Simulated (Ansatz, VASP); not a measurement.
GaN in VASP and in Ansatz

```
CELL_PARAMETERS angstrom
0.00000 2.13524 2.13524
2.13524 0.00000 2.13524
2.13524 2.13524 0.00000
ATOMIC_POSITIONS crystal
Ga 0.00000 0.00000 0.00000
N 0.50000 0.50000 0.50000
```

Alike in both runs: task single point; functional PBEsol; k mesh 11 × 11 × 11; occupations fermi-dirac, width 0.05 eV; no spin polarisation.

|  | VASP | Ansatz |
| --- | --- | --- |
| version | VASP 6.6.1 | Ansatz 0.2.0 |
| potentials or method | VASP PAW PBE potentials, release 64 (Ga_d, N), cutoff 520 eV | all-electron LAPW, scalar-relativistic |

|  | VASP | Ansatz | Ansatz less VASP |
| --- | --- | --- | --- |
| gap on the k mesh at the Fermi level (eV) | 0.46 | 0.47 | +0.010 |
| least direct gap on the mesh (eV) | 2.37 | 2.37 | 0.000 |
| pressure (GPa) | -7.2 | -7.6 | -0.41 |

Ansatz ran all-electron here, so the differences hold the error of VASP's frozen core and of both bases.

Caveats: an odd mesh through Γ misses points on the zone boundary, where band edges often lie; the PAW data sets were made with another functional, which shifts forces and pressure a little (VASP).
